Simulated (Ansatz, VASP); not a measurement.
# Hg in VASP and in Ansatz

The input INCAR:

```
SYSTEM = Hg
  PREC = Accurate
  ENCUT = 600
  EDIFF = 1E-6
  ISMEAR = 0
  SIGMA = 0.02
  LREAL = .FALSE.
  LASPH = .TRUE.
  NELM = 100
  ALGO = Normal
  ISIF = 3
  LWAVE = .FALSE.
  LCHARG = .FALSE.
  GGA = PE
  IBRION = 2
  NSW = 100
  EDIFFG = -0.01
```

Contents of KPOINTS:

```
Automatic mesh
0
G
  12 12 12
  0 0 0
```

POSCAR

```
Hg
1.0
    0.0000000000      2.5545041317      2.5545041317
    2.5545041317      0.0000000000      2.5545041317
    2.5545041317      2.5545041317      0.0000000000
Hg
1
Direct
    0.0000000000      0.0000000000      0.0000000000
```

Input for Ansatz:

```yaml
crystal:
  lattice:
    - [0.0, 2.5545041317, 2.5545041317]
    - [2.5545041317, 0.0, 2.5545041317]
    - [2.5545041317, 2.5545041317, 0.0]
  atoms:
    - { symbol: Hg, position: [0.0, 0.0, 0.0] }
basis:
  ecutwfc: 420
kpoints:
  mp_grid: { grid: [12, 12, 12] }
hamiltonian:
  xc: pbe
scf:
  occupations: { method: gaussian, width: 0.02 }
output:
  forces: true
  stress: true
  eigenvalues: true
relax:
  adjacent_minimum: "off"
  f_tol: 0.01
  max_steps: 80
  cell: { stress_tol: 0.05 }
```

Alike in both runs: task relaxation of cell and atoms; functional PBE; k mesh 12 × 12 × 12; occupations gaussian, width 0.02 eV; no spin polarisation.

|  | VASP | Ansatz |
| --- | --- | --- |
| version | VASP 6.6.1 | Ansatz 0.2.0 |
| potentials or method | VASP PAW PBE potentials, release 64 (Hg) | scalar-relativistic, plane waves, PAW |
| plane-wave cutoff (eV) | 600 | 420 |
| valence electrons in the cell | 12 | 20 |

Ansatz gave:

```
gap on the k mesh at the Fermi level, each at its own relaxed structure (eV) : 0.23
relaxed volume (Å³/atom)                                                     : 32.39
relaxed cell length with the largest relative difference (Å)                 : 3.578
```

**Question.** Which values does VASP return?

**Answer.** gap on the k mesh at the Fermi level, each at its own relaxed structure (eV): 0.35; relaxed volume (Å³/atom): 32.95; relaxed cell length with the largest relative difference (Å): 3.599.

The two sets of potentials don't hold the same shells in valence.

Caveats: spin-orbit coupling is left out, which moves the levels of the heavy elements.
